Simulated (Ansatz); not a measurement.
Here is an Ansatz 0.2.0 calculation.

Contents of input.yaml:

```yaml
crystal:
  lattice:
    - [2.1542, 1.2437279499, 3.758]
    - [-2.1542, 1.2437279499, 3.758]
    - [0.0, -2.4874558998, 3.758]
  atoms:
    - { symbol: Sb, position: [0.76651, 0.76651, 0.76651] }
    - { symbol: Sb, position: [0.23349, 0.23349, 0.23349] }
kpoints:
  mp_grid: { grid: [8, 8, 8] }
scf:
  occupations: { method: gaussian, width: 0.013 }
hamiltonian:
  xc: pbe
  pseudopotentials: { kind: all_electron, lapw: { basis_error: 0.001 } }
output:
  forces: true
  stress: true
  eigenvalues: true
```

Potentials or basis: all-electron LAPW, scalar-relativistic.

The run is started by

```sh
$ ansatz run input.yaml --threads 1 --pin off --max-ram 3072MiB --backend cpu --events-out ev --progress --plain --runs-dir out
```

Q: What does it give for the largest force?

A: 0.141 eV/Å.

Q: Estimate the band gap on the k mesh.

A: None (metal or under the smearing width).

Q: Predict the pressure.

A: 2.7 GPa.

Forces on the atoms (eV/Å):
```
Sb   0.000  0.000 -0.141
Sb   0.000  0.000  0.141
```

The run has no spin-orbit coupling, so splittings on Sb are missing.
